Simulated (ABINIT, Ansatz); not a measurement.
# KF (Carobbiite): modes at Γ and the response to a field

Aim: the zone-centre modes of KF (Carobbiite).

Method: DFT LDA, scalar-relativistic, plane waves, PseudoDojo norm-conserving pseudopotentials, in ABINIT 10.8.3.

### 1. The starting structure

Symmetry: Fm-3m, No. 225, cubic system. Conventional cell: a = 5.159 Å, b = 5.159 Å, c = 5.159 Å, α = 90.00°, β = 90.00°, γ = 90.00°. K has 6 F at 2.58 Å nearest. F has 6 K at 2.58 Å nearest. Farther neighbours and most contacts between anions are not listed.

### 2. Relaxation

The harmonic expansion starts where the forces on the atoms vanish, and stress shifts the frequencies, so cell and atoms are relaxed with tight thresholds.

The starting cell comes from a relaxation made beforehand in Ansatz (LDA, PseudoDojo NC).

Contents of relax.abi:

```
# relaxation
ionmov 2
optcell 2
ecutsm 0.5
dilatmx 1.08
ntime 40
tolmxf 1.0d-05
tolvrs 1.0d-14
prtwf 0
prtden 0
chksymtnons 0

# basis, mesh and filling
ecut 34.0
ngkpt 6 6 6
nshiftk 1
shiftk 0.0 0.0 0.0
istwfk *1
occopt 1
nband 8
nstep 100
diemac 9.0
prtebands 0
prtgsr 0
useylm 1

# cell and atoms
acell 6.893553525 6.893553525 6.893553525
rprim 
    -0.7071067812 0.0 0.7071067812
    0.0 0.7071067812 0.7071067812
    -0.7071067812 0.7071067812 0.0
ntypat 2
znucl 19 9
natom 2
typat 1 2
xred 
    0.0 0.0 0.0
    0.5 0.5 0.5
pp_dirpath "./pseudo"
pseudos "K.upf, F.upf"
```

Launch:

```
$ OMP_NUM_THREADS=1 mpirun -n 2 abinit relax.abi > relax.log
```

Numbers of over 12 decimals in the logs are rounded to 6 here.

relax.abo, the main output file:

```text
[banners, grids, parts of the stress and lines that vanish by symmetry left out]
- input  file    -> relax.abi
- output file    -> relax.abo
- root for input  files -> relaxi
[...]
Symmetries : space group Fm -3 m (#225); Bravais cF (face-center cubic)
[...]
mpw =        2788          nfft =       64000          nkpt =          16
[...]
== DATASET  1 ==================================================================
[...]
cutoff_energies: {ecut:  34.0, pawecutdg:  -1.0, }
[...]
ETOT  1  -54.522866790858    -5.452E+01 2.411E-01 2.930E+02
 ETOT  2  -54.559348390166    -3.648E-02 7.920E-05 1.998E+02
 ETOT  3  -54.609611585006    -5.026E-02 5.776E-04 2.700E+01
 ETOT  4  -54.615014837745    -5.403E-03 4.985E-05 3.356E-01
 ETOT  5  -54.615090225359    -7.539E-05 2.523E-07 3.450E-02
[...]
At SCF step   13       vres2   =  5.97E-15 < tolvrs=  1.00E-14 =>converged.
[...]
sigma(1 1)= -8.21555362E-07  sigma(3 2)=  0.00000000E+00
  sigma(2 2)= -8.21555362E-07  sigma(3 1)=  0.00000000E+00
  sigma(3 3)= -8.21555362E-07  sigma(2 1)=  0.00000000E+00
[...]
convergence: {deltae:  2.352E-12, res2:  5.966E-15, residm:  4.730E-19, diffor: null, }
etotal    :  -5.46150972E+01
[...]
ETOT  1  -54.615097157782    -5.462E+01 8.877E-10 4.670E-04
[...]
At SCF step    9       vres2   =  5.72E-17 < tolvrs=  1.00E-14 =>converged.
[...]
sigma(1 1)= -7.47571295E-07  sigma(3 2)=  0.00000000E+00
  sigma(2 2)= -7.47571295E-07  sigma(3 1)=  0.00000000E+00
  sigma(3 3)= -7.47571295E-07  sigma(2 1)=  0.00000000E+00
[...]
convergence: {deltae:  8.740E-13, res2:  5.717E-17, residm:  1.915E-20, diffor: null, }
etotal    :  -5.46150973E+01
[...]
ETOT  1  -54.615087071858    -5.462E+01 2.201E-08 4.787E-02
[...]
At SCF step    9       vres2   =  4.70E-15 < tolvrs=  1.00E-14 =>converged.
[...]
sigma(1 1)=  2.10850362E-07  sigma(3 2)=  0.00000000E+00
  sigma(2 2)=  2.10850362E-07  sigma(3 1)=  0.00000000E+00
  sigma(3 3)=  2.10850362E-07  sigma(2 1)=  0.00000000E+00
[...]
convergence: {deltae: -3.766E-13, res2:  4.705E-15, residm:  3.001E-18, diffor: null, }
etotal    :  -5.46150973E+01
[...]
ETOT  1  -54.615096815830    -5.462E+01 9.821E-05 2.313E-03
[...]
ETOT  8  -54.615097310132     1.606E-12 1.202E-17 7.888E-14
 ETOT  9  -54.615097310135    -2.579E-12 1.117E-19 2.812E-16
 At SCF step    9       vres2   =  2.81E-16 < tolvrs=  1.00E-14 =>converged.
[...]
sigma(1 1)=  6.46329344E-11  sigma(3 2)=  0.00000000E+00
  sigma(2 2)=  6.46329336E-11  sigma(3 1)=  0.00000000E+00
  sigma(3 3)=  6.46329379E-11  sigma(2 1)=  0.00000000E+00
[...]
convergence: {deltae: -2.579E-12, res2:  2.812E-16, residm:  1.117E-19, diffor: null, }
etotal    :  -5.46150973E+01
[...]
At Broyd/MD step   4, gradients are converged :
[...]
sigma(1 1)=  6.46329344E-11  sigma(3 2)=  0.00000000E+00
  sigma(2 2)=  6.46329336E-11  sigma(3 1)=  0.00000000E+00
  sigma(3 3)=  6.46329379E-11  sigma(2 1)=  0.00000000E+00
[...]
- sigma(1 1)=  1.90156658E-06  sigma(3 2)=  0.00000000E+00
- sigma(2 2)=  1.90156656E-06  sigma(3 1)=  0.00000000E+00
- sigma(3 3)=  1.90156668E-06  sigma(2 1)=  0.00000000E+00
[...]
fcart     -0.0000000000E+00 -0.0000000000E+00 -0.0000000000E+00
           strten      6.4632934421E-11  6.4632933554E-11  6.4632937891E-11
================================================================================

[key lines of the parts left out:]
pressure_GPa:  -1.9016E-06
Total energy (etotal) [Ha]= -5.46150973101350E+01
```

Elapsed: 23 s, on 2 MPI ranks of Arm Neoverse V2, shared host.

Little changed from the start: no atom moved by 0.005 Å and no cell edge by 0.1 %.

This step gave:

```yaml
volume_per_atom: 17.17 Å³
pressure: -1.90e-6 GPa
```

### 3. Ground state

First-order wavefunctions inherit every error of the ground state, hence the very tight tolvrs.

Contents of gs.abi:

```
# ground state
tolvrs 1.0d-16
prtden 1
prtwf 1
prtpot 1

# basis, mesh and filling
ecut 34.0
ngkpt 8 8 8
nshiftk 1
shiftk 0.0 0.0 0.0
istwfk *1
occopt 1
nband 8
nstep 100
diemac 9.0
prtebands 0
prtgsr 0
useylm 1

# cell and atoms
acell 6.895063404 6.895063404 6.895063404
rprim 
    -0.7071067812 0.0 0.7071067812
    0.0 0.7071067812 0.7071067812
    -0.7071067812 0.7071067812 0.0
ntypat 2
znucl 19 9
natom 2
typat 1 2
xred 
    0.0 0.0 0.0
    0.5 0.5 0.5
pp_dirpath "./pseudo"
pseudos "K.upf, F.upf"
```

Launch:

```
$ OMP_NUM_THREADS=1 mpirun -n 2 abinit gs.abi > gs.log
```

gs.abo, the main output file:

```text
[banners, grids, parts of the stress and lines that vanish by symmetry left out]
- input  file    -> gs.abi
- output file    -> gs.abo
- root for input  files -> gsi
[...]
Symmetries : space group Fm -3 m (#225); Bravais cF (face-center cubic)
[...]
mpw =        2209          nfft =       64000          nkpt =          29
[...]
== DATASET  1 ==================================================================
[...]
cutoff_energies: {ecut:  34.0, pawecutdg:  -1.0, }
[...]
ETOT  1  -54.499673218594    -5.450E+01 2.624E-01 1.683E+02
 ETOT  2  -54.606069987154    -1.064E-01 2.321E-02 2.497E+01
 ETOT  3  -54.610262060824    -4.192E-03 1.655E-04 2.465E+01
 ETOT  4  -54.613356379499    -3.094E-03 1.014E-04 9.814E+00
 ETOT  5  -54.615233914858    -1.878E-03 1.582E-05 9.925E-02
[...]
ETOT 15  -54.615252258092    -1.421E-14 1.118E-20 2.519E-16
 ETOT 16  -54.615252258094    -2.146E-12 1.679E-21 6.675E-18
 At SCF step   16       vres2   =  6.68E-18 < tolvrs=  1.00E-16 =>converged.
[...]
sigma(1 1)=  6.38191761E-05  sigma(3 2)=  0.00000000E+00
  sigma(2 2)=  6.38191761E-05  sigma(3 1)=  0.00000000E+00
  sigma(3 3)=  6.38191761E-05  sigma(2 1)=  0.00000000E+00
[...]
convergence: {deltae: -2.146E-12, res2:  6.675E-18, residm:  1.679E-21, diffor: null, }
etotal    :  -5.46152523E+01
[...]
sigma(1 1)=  6.38191761E-05  sigma(3 2)=  0.00000000E+00
  sigma(2 2)=  6.38191761E-05  sigma(3 1)=  0.00000000E+00
  sigma(3 3)=  6.38191761E-05  sigma(2 1)=  0.00000000E+00
[...]
- sigma(1 1)=  1.87762499E+00  sigma(3 2)=  0.00000000E+00
- sigma(2 2)=  1.87762499E+00  sigma(3 1)=  0.00000000E+00
- sigma(3 3)=  1.87762499E+00  sigma(2 1)=  0.00000000E+00
[...]
fcart     -0.0000000000E+00 -0.0000000000E+00 -0.0000000000E+00
           strten      6.3819176135E-05  6.3819176135E-05  6.3819176135E-05
================================================================================

[key lines of the parts left out:]
pressure_GPa:  -1.8776E+00
```

Elapsed: 15 s, on 2 MPI ranks.

Numbers from this step:

| Item | Value |
| --- | --- |
| pressure | -1.878 GPa |

The cell stands at -1.9 GPa: the relaxation ran with a smoothed cutoff and on another k mesh.

### 4. Empty bands

Empty bands on the ground state's density check that the gap assumed so far is there in this cell.

Contents of gap.abi:

```
# empty bands on the ground state's density
iscf -2
getden_filepath "gso_DEN"
tolwfr 1.0d-12
nbdbuf 2
prtwf 0

# basis, mesh and filling
ecut 34.0
ngkpt 8 8 8
nshiftk 1
shiftk 0.0 0.0 0.0
istwfk *1
occopt 1
nband 12
nstep 100
diemac 9.0
prtebands 0
prtgsr 0
useylm 1

# cell and atoms
acell 6.895063404 6.895063404 6.895063404
rprim 
    -0.7071067812 0.0 0.7071067812
    0.0 0.7071067812 0.7071067812
    -0.7071067812 0.7071067812 0.0
ntypat 2
znucl 19 9
natom 2
typat 1 2
xred 
    0.0 0.0 0.0
    0.5 0.5 0.5
pp_dirpath "./pseudo"
pseudos "K.upf, F.upf"
```

Launch:

```
$ OMP_NUM_THREADS=1 mpirun -n 2 abinit gap.abi > gap.log
```

gap.abo, the main output file:

```text
[banners, grids, parts of the stress and lines that vanish by symmetry left out]
- input  file    -> gap.abi
- output file    -> gap.abo
- root for input  files -> gapi
[...]
Symmetries : space group Fm -3 m (#225); Bravais cF (face-center cubic)
[...]
mpw =        2209          nfft =       64000          nkpt =          29
[...]
== DATASET  1 ==================================================================
[...]
cutoff_energies: {ecut:  34.0, pawecutdg:  -1.0, }
[...]
-outvars: echo values of variables after computation
            acell      6.8950634040E+00  6.8950634040E+00  6.8950634040E+00 Bohr
================================================================================
```

It took 11 s on 2 MPI ranks; 22 s of CPU time.

This step gave:

* gap on the k-mesh: 6.389 eV

In this cell the gap on the mesh is 6.4 eV, direct, so fixed occupations hold.

### 5. Linear response at Γ

The derivative of the wavefunctions by k comes first, since the response to a field is built on it; then the field and the displacements that symmetry doesn't supply are solved at q = 0.

It reads the wavefunctions written in step 3.

Contents of dfpt_gamma.abi:

```
ndtset 2

# common to the responses
getwfk_filepath "gso_WFK"
kptopt 2
nqpt 1
qpt 0.0 0.0 0.0
asr 0
chneut 0

# d/dk
rfelfd1 2
rfdir1 1 1 1
iscf1 -3
tolwfr1 1.0d-20

# displacements, field
rfphon2 1
rfatpol2 1 2
rfdir2 1 1 1
rfelfd2 3
getddk2 1
tolvrs2 1.0d-10
prtwf2 0
prtpot2 1

# basis, mesh and filling
ecut 34.0
ngkpt 8 8 8
nshiftk 1
shiftk 0.0 0.0 0.0
istwfk *1
occopt 1
nband 8
nstep 100
diemac 9.0
prtebands 0
prtgsr 0
useylm 1

# cell and atoms
acell 6.895063404 6.895063404 6.895063404
rprim 
    -0.7071067812 0.0 0.7071067812
    0.0 0.7071067812 0.7071067812
    -0.7071067812 0.7071067812 0.0
ntypat 2
znucl 19 9
natom 2
typat 1 2
xred 
    0.0 0.0 0.0
    0.5 0.5 0.5
pp_dirpath "./pseudo"
pseudos "K.upf, F.upf"
```

Launch:

```
$ OMP_NUM_THREADS=1 mpirun -n 2 abinit dfpt_gamma.abi > dfpt_gamma.log
```

dfpt_gamma.abo, the main output file:

```text
[banners, grids, parts of the stress and lines that vanish by symmetry left out]
- input  file    -> dfpt_gamma.abi
- output file    -> dfpt_gamma.abo
- root for input  files -> dfpt_gammai
[...]
DATASET    1 : space group Fm -3 m (#225); Bravais cF (face-center cubic)
[...]
nfft =       64000          nkpt =         260
[...]
DATASET    2 : space group Fm -3 m (#225); Bravais cF (face-center cubic)
[...]
nfft =       64000          nkpt =         260
[...]
== DATASET  1 ==================================================================
[...]
cutoff_energies: {ecut:  34.0, pawecutdg:  -1.0, }
[...]
-  9.00000   7.00000  201202                  znucl, zion, pspdat
[...]
Perturbation : derivative vs k along direction   1
[...]
-ETOT  1  -19.163984791908     -1.916E+01 2.208E-01 0.000E+00
 ETOT  2  -19.236687184757     -7.270E-02 2.104E-03 0.000E+00
 ETOT  3  -19.237313237259     -6.261E-04 1.166E-04 0.000E+00
 ETOT  4  -19.237321410166     -8.173E-06 1.735E-06 0.000E+00
 ETOT  5  -19.237321544736     -1.346E-07 9.252E-08 0.000E+00
[...]
At SCF step   14   max residual=  9.99E-21 < tolwfr=  1.00E-20 =>converged.
[...]
Perturbation : derivative vs k along direction   2
[...]
-ETOT  1  -19.164065007808     -1.916E+01 2.661E-01 0.000E+00
[...]
At SCF step   14   max residual=  9.99E-21 < tolwfr=  1.00E-20 =>converged.
[...]
Perturbation : derivative vs k along direction   3
[...]
-ETOT  1  -19.163984790694     -1.916E+01 2.208E-01 0.000E+00
[...]
At SCF step   14   max residual=  9.99E-21 < tolwfr=  1.00E-20 =>converged.
[...]
1        1       0.7306951091    0.0000000000
     1        2      -0.3653475546    0.0000000000
     1        3      -0.3653475546   -0.0000000000
     2        1      -0.3653475546    0.0000000000
     2        2       0.7306951091   -0.0000000000
     2        3       0.3653475546   -0.0000000000
     3        1      -0.3653475546   -0.0000000000
     3        2       0.3653475546   -0.0000000000
     3        3       0.7306951091    0.0000000000
[...]
== DATASET  2 ==================================================================
[...]
cutoff_energies: {ecut:  34.0, pawecutdg:  -1.0, }
[...]
Perturbation : displacement of atom   1   along direction   1
[...]
-ETOT  1   3.023959     -1.524E+03 4.603E+00 2.556E+02
[...]
At SCF step   11       vres2   =  2.07E-12 < tolvrs=  1.00E-10 =>converged.
[...]
Perturbation : displacement of atom   2   along direction   1
[...]
-ETOT  1   4.130180     -4.597E+03 6.912E+00 1.872E+03
[...]
At SCF step   10       vres2   =  5.52E-12 < tolvrs=  1.00E-10 =>converged.
[...]
Perturbation : homogeneous electric field along direction   1
[...]
-ETOT  1  -22.335924100274     -2.234E+01 4.846E-01 7.670E+03
[...]
ETOT  9  -25.153145923434     -2.736E-12 8.220E-14 1.076E-09
 ETOT 10  -25.153145923434     -2.842E-13 2.565E-15 4.990E-11
 At SCF step   10       vres2   =  4.99E-11 < tolvrs=  1.00E-10 =>converged.
[...]
Dielectric tensor, in cartesian coordinates,
[...]
1    4   1    4         2.0947826603        -0.0000000000
   1    4   2    4        -0.0000000000        -0.0000000000
   1    4   3    4        -0.0000000000        -0.0000000000
   2    4   1    4        -0.0000000000        -0.0000000000
   2    4   2    4         2.0947826603        -0.0000000000
   2    4   3    4         0.0000000000        -0.0000000000
   3    4   1    4        -0.0000000000        -0.0000000000
   3    4   2    4         0.0000000000        -0.0000000000
   3    4   3    4         2.0947826603        -0.0000000000
  Effective charges, in cartesian coordinates,
[...]
1    1   1    4         1.1507051853         0.0000000000
   2    1   1    4        -0.0000000000         0.0000000000
   3    1   1    4         0.0000000000         0.0000000000
   1    2   1    4        -1.1499007136         0.0000000000
   2    2   1    4         0.0000000000         0.0000000000
[...]
Effective charges, in cartesian coordinates,
[...]
2    4   1    2         0.0000000000         0.0000000000
   3    4   1    2         0.0000000000         0.0000000000
   1    4   2    2         0.0000000000         0.0000000000
   2    4   2    2        -1.1499004465         0.0000000000
   3    4   2    2         0.0000000000         0.0000000000
   1    4   3    2         0.0000000000         0.0000000000
   2    4   3    2         0.0000000000         0.0000000000
   3    4   3    2        -1.1499004465         0.0000000000
  Phonon wavevector (reduced coordinates) :  0.00000  0.00000  0.00000
 Phonon energies in Hartree :
[...]
Phonon frequencies in cm-1    :
-  2.274277E+00  2.274277E+00  2.274277E+00  2.103970E+02  2.103970E+02
-  2.103970E+02
  Phonon at Gamma, with non-analyticity in the
[...]
Phonon energies in Hartree :
[...]
Phonon frequencies in cm-1    :
-  2.274277E+00  2.274277E+00  2.275678E+00  2.103970E+02  2.103970E+02
-  3.391532E+02
  Phonon at Gamma, with non-analyticity in the
[...]
Phonon energies in Hartree :
[...]
Phonon frequencies in cm-1    :
-  2.274277E+00  2.274277E+00  2.275678E+00  2.103970E+02  2.103970E+02
-  3.391532E+02
  Phonon at Gamma, with non-analyticity in the
[...]
Phonon energies in Hartree :
[...]
Phonon frequencies in cm-1    :
-  2.274277E+00  2.274277E+00  2.275678E+00  2.103970E+02  2.103970E+02
-  3.391532E+02
[...]
fcart2     0.0000000000E+00  0.0000000000E+00  0.0000000000E+00
           strten2     0.0000000000E+00  0.0000000000E+00  0.0000000000E+00
================================================================================
```

The job ended after 6.9 min (2 MPI ranks).

This step gave:

```yaml
miss_of_the_charge_sum_rule: 8.04e-4 e
largest_acoustic_frequency_at_the_zone_centre_before_the_sum_rule: 2.27 cm⁻¹
highest_optical_zone_centre_mode_no_lo_to_term: 210.4 cm⁻¹
lowest_optical_zone_centre_mode: 210.4 cm⁻¹
mean_high_frequency_dielectric_constant: 2.095
largest_born_charge_in_size_third_of_the_trace: 1.151 e
```

Born charge (rows field, columns displacement), before the sum rule (e), principal values of the symmetric part by kind of site:

| atom | atoms with these values | low | middle | high | mean |
| --- | --- | --- | --- | --- | --- |
| K1 | 1 | 1.15 | 1.15 | 1.15 | 1.15 |
| F2 | 1 | -1.15 | -1.15 | -1.15 | -1.15 |

In full for F2:

```
-1.15  0.00  0.00
 0.00 -1.15  0.00
 0.00  0.00 -1.15
```

High-frequency dielectric tensor:

```
2.09 0.00 0.00
0.00 2.09 0.00
0.00 0.00 2.09
```

The acoustic modes at Γ come out as far as 2.3 cm⁻¹ from zero, where they should vanish, a small numerical error; the Born charges miss their sum rule by 8.0e-4 e, which is good.

### 6. Summary of results

| Property | Result |
| --- | --- |
| space group after relaxation | Fm-3m |
| volume per atom | 17.2 Å³ |
| highest optical zone-centre mode (no LO-TO term) | 210.4 cm⁻¹ |
| mean high-frequency dielectric constant | 2.09 |
| largest Born charge in size (third of the trace) | 1.15 e |

At the LDA level the optical modes of KF (Carobbiite) at the zone centre (no LO-TO term) lie at 210 cm⁻¹. The base run prints -1.9 GPa, mostly the error of a finite basis; the relaxation, with a smoothed cutoff, had brought the cell to rest. An error of this size shows a cutoff that is short for these files. The Born charge of K is 1.151 e against a formal charge of +1, somewhat above it. These are harmonic frequencies at zero temperature: anharmonic shifts and linewidths and thermal expansion are left out. A run on a mesh of wavevectors was begun and cut off at its time limit; it is not shown, and nothing is said of wavevectors that it left out.

[Host names and launcher messages were left out of these logs when they were recorded.]

[Logs are printed without paths, hosts, clocks, repeated set-up lines and the standing remarks that a program may print on its own settings, such as how far it seeks lower states.]

[Hosts, paths, dates, database ids (printed as entryN), source tags and the programs' standing remarks are cut or masked in the printed files.]
